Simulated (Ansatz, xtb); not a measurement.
## Two isomers of C3H8S

Structure X: `CCCS`, a singlet. Structure Y: `CCSC`, a singlet. Both are isolated molecules in the gas phase, relaxed with PBE0-D3(BJ)/def2-SVP; each stands in its lowest conformer found.

Quicker runs give these differences E(Y) − E(X): GFN2-xTB +0.162 eV; HF/STO-3G −0.135 eV (at GFN2-xTB geometries); r2SCAN-D4/def2-SVP +0.113 eV (at GFN2-xTB geometries).

**Question.** Estimate which is lower in electronic energy at CCSD(T)/def2-SVP + ΔMP2/def2-TZVPP, and by roughly how much.

**Answer.** The CCSD(T)/def2-SVP + ΔMP2/def2-TZVPP calculation puts structure X lower, by 0.070 eV.

How the difference moves with the method:

| level | geometry | E(Y) − E(X) (eV) | departure from the last row (eV) | job, with rough time for the two |
| --- | --- | --- | --- | --- |
| GFN2-xTB | GFN2-xTB | +0.162 | +0.091 | optimisation, 0.17 s |
| HF/STO-3G | GFN2-xTB | −0.135 | −0.205 | single point, 0.44 s |
| r2SCAN-D4/def2-SVP | GFN2-xTB | +0.113 | +0.043 | single point, 5 s |
| PBE0-D3(BJ)/def2-SVP | PBE0-D3(BJ)/def2-SVP | +0.126 | +0.056 | optimisation, 38 s |
| HF/def2-SVP | PBE0-D3(BJ)/def2-SVP | +0.160 | +0.090 | part of the CCSD(T) run |
| MP2/def2-SVP | PBE0-D3(BJ)/def2-SVP | +0.172 | +0.102 | part of the CCSD(T) run |
| CCSD(T)/def2-SVP | PBE0-D3(BJ)/def2-SVP | +0.186 | +0.116 | single point |
| CCSD(T)/def2-SVP + ΔMP2/def2-TZVPP | PBE0-D3(BJ)/def2-SVP | +0.070 |  | single point, 41 s |

As drawn, Y has 1 C–S, 1 C–H in place of 1 C–C, 1 S–H.

HF/STO-3G puts the two in the other order. The largest departure from CCSD(T)/def2-SVP + ΔMP2/def2-TZVPP is that of HF/STO-3G, 0.205 eV. The last row adds to CCSD(T) the change of the MP2 difference between the two basis sets, here −0.116 eV.

With harmonic frequencies from PBE0-D3(BJ)/def2-SVP (ideal gas, rigid rotor, one conformer each, 298.15 K, 1 atm): on the last row, ΔE + ΔZPE = +0.090, ΔH = +0.098, ΔG = +0.077 eV.

Tabulated enthalpies of formation at 298 K are −67.8 kJ/mol for X (CRC Handbook of Chemistry and Physics) and −59.6 kJ/mol for Y (CRC Handbook of Chemistry and Physics), a difference of +0.085 eV. Calculated less tabulated ΔH, with the same thermal term: GFN2-xTB +0.104, HF/STO-3G −0.192, r2SCAN-D4/def2-SVP +0.056, PBE0-D3(BJ)/def2-SVP +0.069, HF/def2-SVP +0.103, MP2/def2-SVP +0.115, CCSD(T)/def2-SVP +0.129, CCSD(T)/def2-SVP + ΔMP2/def2-TZVPP +0.013 eV. Handbook values carry no stated uncertainty.

The correlated steps freeze 8 core orbitals. Run with Ansatz 0.2.0, xtb 6.7.1; the last row on 2 threads of Intel(R) Xeon(R) Platinum 8259CL CPU @ 2.50GHz (Skylake/Cascade Lake) on a shared host.
